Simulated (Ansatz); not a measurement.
# CuO (Pm-3m) in Ansatz: further runs, part 2 of 3

Ansatz 0.2.0.

**3. Relaxation of cell and atoms, PBEsol**

File input.yaml:

```yaml
crystal:
  lattice:
    - [2.55255061, 0.0, 0.0]
    - [0.0, 2.55255061, 0.0]
    - [0.0, 0.0, 2.55255061]
  atoms:
    - { symbol: Cu, position: [0.0, 0.0, 0.0] }
    - { symbol: O, position: [0.5, 0.5, 0.5] }
kpoints:
  mp_grid: { grid: [8, 8, 8] }
scf:
  occupations: { method: fermi_dirac, width: 0.05 }
hamiltonian:
  xc: pbesol
  pseudopotentials: { kind: all_electron, lapw: { basis_error: 0.002 } }
output:
  forces: true
  stress: true
relax:
  f_tol: 0.005
  max_steps: 60
  cell: {}
```

Potentials or basis: all-electron LAPW, scalar-relativistic.

The run is started by

```
> ansatz run input.yaml --threads 1 --pin off --max-ram 3072MiB --backend cpu --events-out ev --progress --plain --runs-dir out
```

What it wrote:

```text
Warning: RAYON_NUM_THREADS=1 ignored (pool sized by the plan → 1); use --threads N
The last accepted step is kept in <dir> (removed where the run ends without a failure and the disk answers)
LAPW: plane waves up to 9.316 Å⁻¹, error target 2.0e-3 eV per atom; small_component_spin mean_spin; O in spheres of 0.967 Å, 8 of its electrons in bands, Dirac shells []; Cu in spheres of 1.177 Å, 19 of its electrons in bands, Dirac shells [] (how accurate: hamiltonian.pseudopotentials.lapw.basis_error, Limitations)
Engine: ansatz 0.2.0, x86_64-unknown-linux-gnu
Pseudopotentials: kind: all_electron
Pseudopotential: Cu, LAPW, valence charge 19, lapw/all_electron/scalar/gaussian/Cu, Koelling and Harmon's equation, gaussian nucleus
Pseudopotential: O, LAPW, valence charge 8, lapw/all_electron/scalar/gaussian/O, Koelling and Harmon's equation, gaussian nucleus
Functional definition: PBEsol
  exchange = pbesol_x
  correlation = pbesol_c
Crystal: 2 atoms, lattice volume = 16.631 Å³
Basis set: ecut = 330.65832865105006 eV, 251 PW (Γ), exchange–correlation at level 2
Bands: 18, of which v1, the nominal top of the filled ones, is band 14 counted from 1 (13 counted from 0)
Symmetry: 48 space group operations
Space group: Pm-3m (ITA 221), of the structure as read, at distance tolerance 2.6e-5 Å
k-points: 35 of 512
Non-local potential: Cu, projectors of the file, none
Non-local potential: O, projectors of the file, none
Initial density: superposition of atomic densities (chi_scale 0.1, normalization cell, long waves kept (reshape's long-wave potential 0.00 eV rms))
Initial wavefunctions: plane waves of lowest kinetic energy (no species holds an atomic orbital)
Functional: x = pbesol(κ = 0.804, μ = 0.12345679012345678), c = pbesol(β = 0.046)
iter 1 solved again at ethr=1.90e-2 eV; its pass at ethr=1.00e-1 eV (dr2=5.13e0 eV) is discarded
SCF iter   1: F=—  HF=-47040.046793 eV  |F-HF|=—  |Δ(HF+E_count)|=         —  Δρ=1.58e-1  dr2=5.13e0  ethr=1.90e-2  ⟨swp⟩=2.0  Hψ=4357  notcnv=0
preconditioner: auto → none  [metal: Δε(μ)=0.015 eV  Ē_g=15.362 eV  σ=0.050 eV  W_gap=0.08  n_scr=6 (ndim 8)  ℏωp=37.5 eV  f_vac=0.000  D(μ)=5.44/eV (n_scr^D=122)  sad-step TF]
SCF iter   2: F=—  HF=-47041.484945 eV  |F-HF|=—  |Δ(HF+E_count)|=    1.44e0  Δρ=1.01e-1  dr2=1.75e0  ethr=1.90e-2  ⟨swp⟩=2.7  Hψ=1886  notcnv=0
iter 3 solved again at ethr=1.07e-4 eV; its pass at ethr=6.49e-3 eV (dr2=2.89e-2 eV) is discarded
SCF iter   3: F=—  HF=-47037.388840 eV  |F-HF|=—  |Δ(HF+E_count)|=    4.10e0  Δρ=1.76e-2  dr2=2.90e-2  ethr=1.07e-4  ⟨swp⟩=2.2  Hψ=3251  notcnv=0
SCF iter   4: F=—  HF=-47037.157317 eV  |F-HF|=—  |Δ(HF+E_count)|=   2.32e-1  Δρ=1.71e-2  dr2=6.34e-2  ethr=1.07e-4  ⟨swp⟩=3.0  Hψ=1992  notcnv=0
SCF iter   5: F=—  HF=-47037.144999 eV  |F-HF|=—  |Δ(HF+E_count)|=   1.23e-2  Δρ=7.68e-3  dr2=1.19e-2  ethr=1.07e-4  ⟨swp⟩=2.0  Hψ=1891  notcnv=0
SCF iter   6: F=—  HF=-47037.140378 eV  |F-HF|=—  |Δ(HF+E_count)|=   4.62e-3  Δρ=3.57e-3  dr2=2.58e-3  ethr=4.42e-5  ⟨swp⟩=2.0  Hψ=1750  notcnv=0
SCF iter   7: F=—  HF=-47037.139032 eV  |F-HF|=—  |Δ(HF+E_count)|=   1.35e-3  Δρ=5.54e-4  dr2=6.21e-5  ethr=9.54e-6  ⟨swp⟩=2.0  Hψ=1750  notcnv=0
SCF iter   8: F=—  HF=-47037.139001 eV  |F-HF|=—  |Δ(HF+E_count)|=   3.15e-5  Δρ=7.32e-5  dr2=1.09e-6  ethr=2.30e-7  ⟨swp⟩=2.0  Hψ=1750  notcnv=0
SCF iter   9: F=-47037.138999 eV  HF=-47037.138999 eV  |F-HF|=3.44e-8  |Δ(HF+E_count)|=   1.57e-6  Δρ=8.38e-6  dr2=1.45e-8  ethr=4.05e-9  ⟨swp⟩=2.0  Hψ=1750  notcnv=0
SCF 1 converged in 9 iterations: F = -47037.138999 eV  dr2 = 1.45e-8
relax step   1: F+E_penalty+E_count = -47037.13899937 eV  Δ(F+E_penalty+E_count) = +0.000e0 eV  max|allowed force component| = 2.668e-31 eV/Å  Δτ_max = 0.0000 Å  P = +9.605 GPa  Ω = 16.631 Å³  (9 SCF iters, accepted)
Crystal: 2 atoms, lattice volume = 16.965 Å³
Basis set: ecut = 326.3100730182251 eV, 251 PW (Γ), exchange–correlation at level 2
Initial density: handed on by an earlier stage of this run
Initial wavefunctions: those handed on with the density
iter 1 solved again at ethr=8.45e-8 eV; its pass at ethr=1.00e-1 eV (dr2=2.28e-5 eV) is discarded
[... 10 lines left out ...]
Basis set: ecut = 321.72946327324206 eV, 251 PW (Γ), exchange–correlation at level 2
iter 1 solved again at ethr=8.18e-8 eV; its pass at ethr=1.00e-1 eV (dr2=2.21e-5 eV) is discarded
SCF iter   1: F=—  HF=-47037.159983 eV  |F-HF|=—  |Δ(HF+E_count)|=         —  Δρ=5.08e-4  dr2=2.24e-5  ethr=8.18e-8  ⟨swp⟩=4.7  Hψ=3790  notcnv=0
preconditioner: auto → none  [metal: Δε(μ)=0.038 eV  Ē_g=15.247 eV  σ=0.050 eV  W_gap=0.19  n_scr=6 (ndim 8)  ℏωp=36.8 eV  f_vac=0.000  D(μ)=2.61/eV (n_scr^D=32)]
SCF iter   2: F=—  HF=-47037.159936 eV  |F-HF|=—  |Δ(HF+E_count)|=   4.75e-5  Δρ=2.61e-4  dr2=1.02e-5  ethr=8.18e-8  ⟨swp⟩=3.0  Hψ=1904  notcnv=0
SCF iter   3: F=—  HF=-47037.159914 eV  |F-HF|=—  |Δ(HF+E_count)|=   2.14e-5  Δρ=3.85e-4  dr2=3.43e-5  ethr=3.78e-8  ⟨swp⟩=2.9  Hψ=1837  notcnv=0
[... 8 lines left out ...]
iter 1 solved again at ethr=4.39e-10 eV; its pass at ethr=1.00e-1 eV (dr2=1.19e-7 eV) is discarded
SCF iter   1: F=—  HF=-47037.159932 eV  |F-HF|=—  |Δ(HF+E_count)|=         —  Δρ=4.13e-5  dr2=1.48e-7  ethr=4.39e-10  ⟨swp⟩=5.4  Hψ=3809  notcnv=0
preconditioner: auto → none  [metal: Δε(μ)=0.038 eV  Ē_g=15.235 eV  σ=0.050 eV  W_gap=0.19  n_scr=6 (ndim 8)  ℏωp=36.7 eV  f_vac=0.000  D(μ)=2.62/eV (n_scr^D=32)]
SCF iter   2: F=—  HF=-47037.159930 eV  |F-HF|=—  |Δ(HF+E_count)|=   1.35e-6  Δρ=2.42e-5  dr2=9.19e-8  ethr=4.39e-10  ⟨swp⟩=3.0  Hψ=1939  notcnv=0
SCF iter   3: F=—  HF=-47037.159930 eV  |F-HF|=—  |Δ(HF+E_count)|=   1.32e-7  Δρ=3.20e-5  dr2=2.38e-7  ethr=3.40e-10  ⟨swp⟩=2.9  Hψ=1809  notcnv=0
SCF iter   4: F=-47037.159930 eV  HF=-47037.159930 eV  |F-HF|=5.80e-8  |Δ(HF+E_count)|=   1.11e-7  Δρ=1.15e-5  dr2=2.75e-8  ethr=3.40e-10  ⟨swp⟩=2.0  Hψ=1750  notcnv=0
SCF 4 converged in 4 iterations: F = -47037.159930 eV  dr2 = 2.75e-8
relax step   4: F+E_penalty+E_count = -47037.15992999 eV  Δ(F+E_penalty+E_count) = -3.389e-5 eV  max|allowed force component| = 6.471e-32 eV/Å  Δτ_max = 0.0000 Å  P = -0.001 GPa  Ω = 17.359 Å³  (4 SCF iters, accepted)
iter 1 solved again at ethr=1.01e-10 eV; its pass at ethr=1.00e-1 eV (dr2=2.73e-8 eV) is discarded
SCF iter   1: F=—  HF=-47037.159929 eV  |F-HF|=—  |Δ(HF+E_count)|=         —  Δρ=1.15e-5  dr2=2.73e-8  ethr=1.01e-10  ⟨swp⟩=2.9  Hψ=2890  notcnv=0
preconditioner: auto → none  [metal: Δε(μ)=0.038 eV  Ē_g=15.236 eV  σ=0.050 eV  W_gap=0.19  n_scr=6 (ndim 8)  ℏωp=36.7 eV  f_vac=0.000  D(μ)=2.62/eV (n_scr^D=32)]
SCF iter   2: F=—  HF=-47037.159928 eV  |F-HF|=—  |Δ(HF+E_count)|=   9.92e-7  Δρ=1.83e-5  dr2=6.54e-8  ethr=1.01e-10  ⟨swp⟩=3.0  Hψ=1817  notcnv=0
iter 3 solved again at ethr=9.16e-12 eV; its pass at ethr=1.01e-10 eV (dr2=2.47e-9 eV) is discarded
SCF iter   3: F=-47037.159928 eV  HF=-47037.159928 eV  |F-HF|=2.49e-9  |Δ(HF+E_count)|=   3.94e-8  Δρ=3.78e-6  dr2=2.47e-9  ethr=9.16e-12  ⟨swp⟩=2.0  Hψ=3010  notcnv=0
SCF 5 converged in 3 iterations: F = -47037.159928 eV  dr2 = 2.47e-9
relax step   5: F+E_penalty+E_count = -47037.15992812 eV  Δ(F+E_penalty+E_count) = +1.873e-6 eV  max|allowed force component| = 8.834e-32 eV/Å  Δτ_max = 0.0000 Å  P = +0.000 GPa  Ω = 17.359 Å³  stress off target by 4.34e-4 GPa  SCF on the basis re-selected at this cell (its energy is not comparable with the rows above)  (3 SCF iters)
basis re-selected at this cell: Δ(F+E_penalty+E_count) = +1.873e-6 eV, ΔP = +0.001 GPa vs the last step (what re-selecting the basis moved, after the strain that the cell walked since its last selection, with what the two solves' SCF thresholds leave and, on support functions, any second-order correction that the steps lacked; it is no measure of the basis error at this ecutwfc). This SCF's stress stands 4.34e-4 GPa from its target on what of the cell is left free (relax.cell.stress_tol is 5.00e-2 GPa) and its largest allowed force component is 8.83e-32 eV/Å (relax.f_tol is 5.00e-3 eV/Å): within both
SCF converged after 3 iterations
Free energy (F): -47037.159928 eV
Harris-Foulkes:  -47037.159928 eV  (|F-HF|=2.49e-9)
Internal energy: -47037.138044 eV  (E = F + TS)
E sigma→0 (E₀):  -47037.148986 eV
Entropy (-TS):   -0.021884 eV (-10.942 meV/atom)
Fermi energy:    14.477350 eV
--- Per-component energies (eV) ---
  E_band       = -1338.594653
  E_kinetic    = 47801.075985
  E_xc         = -2027.916808
  E_electrostatic = -92810.297220  (all electrons and nuclei)
  E_smearing   = -0.021884  (= −TS)
  E_closure    = 0.000000  (closes the sum)
  E_atoms      = -47027.579434  (free atoms, spherical and without spin; not in F)
  Σ components = -47037.159928   (vs F -47037.159928, Δ=0.00e0)
  Basis errors (estimates in eV, not in F): energy 5.8e-4 per atom: plane waves 5.2e-4 (2.8e-4 summed), levels above the bands 3.4e-120, relativity 4.7e-8, radial functions 6.1e-5, core shells 1.6e-10; eigenvalues (radial functions only) 1.3e-6; not estimated: angular momenta, meshes, grids; target (lapw.basis_error) 2.0e-3; muffin-tin radii O 0.981 Å, Cu 1.194 Å
--- Forces (eV/Å), atoms counted from 1 ---
  atom   1  Cu    -0.00000000    -0.00000000     0.00000000
  atom   2  O      0.00000000    -0.00000000    -0.00000000
  max |Σ_I F_I| component: 1.52e-31 eV/Å
--- Stress (GPa, compression-positive) ---
        0.000434       0.000000      -0.000000
        0.000000       0.000434      -0.000000
       -0.000000      -0.000000       0.000434
  P = ⅓ Tr σ = 0.0004 GPa (0.004 kbar)
--- Relaxed structure (4 steps of the walk, 4 accepted, 1 SCFs on fresh bases) ---
  F+E_penalty+E_count = -47037.15992812 eV   max|allowed force component| = 8.834e-32 eV/Å   (the final SCF, on the basis selected at the relaxed cell)
  cell:  # Å, volume = 17.3587 Å³
    - [2.5892418508030133, 2.6280919032784154e-34, 9.228414316855505e-35]
    - [3.912045199536573e-34, 2.5892418508030133, 1.6049416203226965e-35]
    - [-1.6450651608307639e-34, 1.6049416203226965e-35, 2.5892418508030133]
  atoms:
    - { symbol: Cu, position: [1.1437077052418177e-47, 3.929749752153878e-37, 2.1444519473284084e-48] }
    - { symbol: O, position: [0.5, 0.5, 0.5] }
```

Run time: 33 s. Hardware: 1 thread of Intel Xeon at 2.50GHz (Skylake/Cascade Lake), shared host; peak memory 0.3 GiB.

Results:

```yaml
Free_energy: -47037.1599 eV
Relaxed_volume: 8.68 Å³/atom
Relaxed_cell: a = 2.589 Å, b = 2.589 Å, c = 2.589 Å, α = 90.00°, β = 90.00°, γ = 90.00°
Space_group_after_relaxing_to_0.05_Å: Pm-3m (No. 221)
Energy_gained_by_relaxing: 10.5 meV/atom
Ionic_steps: 5
Pressure_after_relaxing: 0.0 GPa
```

Step by step:
```csv
step,energy change (eV),largest force (eV/Å),volume (Å³)
1,0.0000,0.0000,16.63
2,-0.0150,0.0000,16.96
3,-0.0209,0.0000,17.33
4,-0.0209,0.0000,17.36
5,-0.0209,0.0000,17.36
```

Final structure:
```xyz
2
Lattice="2.5892 0.0000 0.0000 0.0000 2.5892 0.0000 0.0000 0.0000 2.5892" Properties=species:S:1:pos:R:3 pbc="T T T"
Cu    0.0000    0.0000    0.0000
O     1.2946    1.2946    1.2946
```

Caveat: the k mesh is thin for a metal, which can move the energy by tens of meV per atom; the run has no spin polarisation, though such a crystal can be magnetic.

**4. Relaxation of cell and atoms, LDA**

Changes to input.yaml since step 3:

```diff
@@ -13,3 +13,3 @@
 hamiltonian:
-  xc: pbesol
+  xc: lda
   pseudopotentials: { kind: all_electron, lapw: { basis_error: 0.002 } }
```

Potentials or basis: all-electron LAPW, scalar-relativistic.

The run is started by

```
> ansatz run input.yaml --threads 1 --pin off --max-ram 3072MiB --backend cpu --events-out ev --progress --plain --runs-dir out
```

What it wrote:

```text
Warning: RAYON_NUM_THREADS=1 ignored (pool sized by the plan → 1); use --threads N
[... 1 set-up line as earlier in the session ...]
LAPW: plane waves up to 9.315 Å⁻¹, error target 2.0e-3 eV per atom; small_component_spin mean_spin; O in spheres of 0.967 Å, 8 of its electrons in bands, Dirac shells []; Cu in spheres of 1.178 Å, 19 of its electrons in bands, Dirac shells [] (how accurate: hamiltonian.pseudopotentials.lapw.basis_error, Limitations)
[... 4 set-up lines as earlier in the session ...]
Functional definition: SPW92
  exchange = slater_x
  correlation = pw_c
Crystal: 2 atoms, lattice volume = 16.631 Å³
Basis set: ecut = 330.59535095222736 eV, 251 PW (Γ), exchange–correlation at level 2
Bands: 18, of which v1, the nominal top of the filled ones, is band 14 counted from 1 (13 counted from 0)
[... 2 set-up lines as earlier in the session ...]
[... 62 lines left out ...]
  E_smearing   = -0.020546  (= −TS)
  E_closure    = 0.000000  (closes the sum)
  E_atoms      = -46988.138357  (free atoms, spherical and without spin; not in F)
  Σ components = -46998.657800   (vs F -46998.657800, Δ=0.00e0)
  Basis errors (estimates in eV, not in F): energy 5.4e-4 per atom: plane waves 5.0e-4 (2.7e-4 summed), levels above the bands 1.7e-123, relativity 3.7e-9, radial functions 4.0e-5, core shells 2.5e-10; eigenvalues (radial functions only) 1.4e-6; not estimated: angular momenta, meshes, grids; target (lapw.basis_error) 2.0e-3; muffin-tin radii O 0.968 Å, Cu 1.179 Å
--- Forces (eV/Å), atoms counted from 1 ---
  atom   1  Cu    -0.00000000     0.00000000     0.00000000
  atom   2  O      0.00000000     0.00000000     0.00000000
  max |Σ_I F_I| component: 2.50e-30 eV/Å
--- Stress (GPa, compression-positive) ---
        0.005285      -0.000000       0.000000
       -0.000000       0.005285       0.000000
        0.000000       0.000000       0.005285
  P = ⅓ Tr σ = 0.0053 GPa (0.053 kbar)
--- Relaxed structure (3 steps of the walk, 3 accepted, 1 SCFs on fresh bases) ---
  F+E_penalty+E_count = -46998.65779990 eV   max|allowed force component| = 1.381e-30 eV/Å   (the final SCF, on the basis selected at the relaxed cell)
  cell:  # Å, volume = 16.7089 Å³
    - [2.556519502433052, 2.407412430484045e-35, 1.6049416203226965e-35]
    - [8.024708101613482e-36, 2.556519502433052, -1.2037062152420221e-35]
    - [8.024708101613482e-36, -1.2037062152420221e-35, 2.556519502433052]
  atoms:
    - { symbol: Cu, position: [-6.140234030635059e-39, 7.368280785295224e-38, 2.1444519473284088e-48] }
    - { symbol: O, position: [0.5000000000000001, 0.5000000000000001, 0.5000000000000001] }
```

Wall time 24 s (1 thread of Intel Xeon at 2.50GHz (Skylake/Cascade Lake), shared host); peak memory 0.3 GiB.

What came out:

```yaml
Free_energy: -46998.6578 eV
Relaxed_volume: 8.35 Å³/atom
Relaxed_cell: a = 2.557 Å, b = 2.557 Å, c = 2.557 Å, α = 90.00°, β = 90.00°, γ = 90.00°
Space_group_after_relaxing_to_0.05_Å: Pm-3m (No. 221)
Energy_gained_by_relaxing: 0.1 meV/atom
Ionic_steps: 4
Pressure_after_relaxing: 0.0 GPa
```

Step by step:
```csv
step,energy change (eV),largest force (eV/Å),volume (Å³)
1,0.0000,0.0000,16.63
2,-0.0002,0.0000,16.67
3,-0.0003,0.0000,16.71
4,-0.0003,0.0000,16.71
```

Final structure:
```
Cu O
1.0
     2.55652    0.00000    0.00000
     0.00000    2.55652    0.00000
     0.00000    0.00000    2.55652
Cu O
1 1
Direct
  0.00000 0.00000 0.00000
  0.50000 0.50000 0.50000
```

Caveat: the k mesh is thin for a metal, which can move the energy by tens of meV per atom; the run has no spin polarisation, though such a crystal can be magnetic.

[end of part 2 of 3]
